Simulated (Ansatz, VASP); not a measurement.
**HfN in VASP and in Ansatz**

```
Hf N
1.0
     3.20026    0.00000    0.00000
     1.60013    2.77151    0.00000
     1.60013    0.92384    2.61300
Hf N
1 1
Cartesian
  0.0000 0.0000 0.0000
  3.2003 1.8477 1.3065
```

Alike in both runs: functional r2SCAN; k mesh 11 × 11 × 11; no spin polarisation.

Ansatz relaxed the structure, and its values are those at the end. VASP's run is a single point on that final structure, the one shown.

```csv
,VASP,Ansatz
version,VASP 6.6.1,Ansatz 0.2.0
potentials or method,"VASP PAW PBE potentials, release 64 (Hf_pv, N)","plane waves, PAW"
plane-wave cutoff (eV),520,500
occupations,"methfessel-paxton of order 1, width 0.1 eV",cold
valence electrons in the cell,15,31
```

Ansatz gave:

| Quantity | Value |
| --- | --- |
| pressure (GPa) | 0.0 |

Problem. What did VASP give for the same quantities?

Solution. Pressure (GPa): -2.7.

The two sets of potentials don't hold the same shells in valence.

Caveats: the PAW data sets were made with another functional, which shifts forces and pressure a little (VASP). Spin-orbit coupling is left out, which matters for the levels of Hf.
